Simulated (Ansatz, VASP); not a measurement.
# Two plane-wave programs on Si

```
Si
1.0
     3.86765    0.00000    0.00000
    -1.93382    3.34948    0.00000
     0.00000    0.00000   28.42116
Si
10
Cartesian
  0.0000 2.2330 7.5000
  0.0000 0.0000 8.2895
  0.0000 0.0000 10.6579
  1.9338 1.1165 11.4474
  1.9338 1.1165 13.8158
  0.0000 2.2330 14.6053
  0.0000 2.2330 16.9738
  0.0000 0.0000 17.7632
  0.0000 0.0000 20.1317
  1.9338 1.1165 20.9212
```

Alike in both runs: task single point; functional PBE; k mesh 9 × 9 × 1; occupations gaussian, width 0.05 eV; no spin polarisation.

|  | VASP | Ansatz |
| --- | --- | --- |
| version | VASP 6.6.1 | Ansatz 0.2.0 |
| potentials or method | VASP PAW PBE potentials, release 64 (Si) | scalar-relativistic, plane waves, PAW |
| plane-wave cutoff (eV) | 520 | 420 |
| valence electrons in the cell | 40 | 40 |

|  | VASP | Ansatz | Ansatz less VASP |
| --- | --- | --- | --- |
| gap on the k mesh at the Fermi level (eV) | none | none | - |
| rms of the force components (eV/Å) | 0.277 | 0.275 | -0.0016 |

Atom by atom the forces differ by 0.002 eV/Å (rms over components). A gap of «none» marks a metal or a gap that the smearing closes.
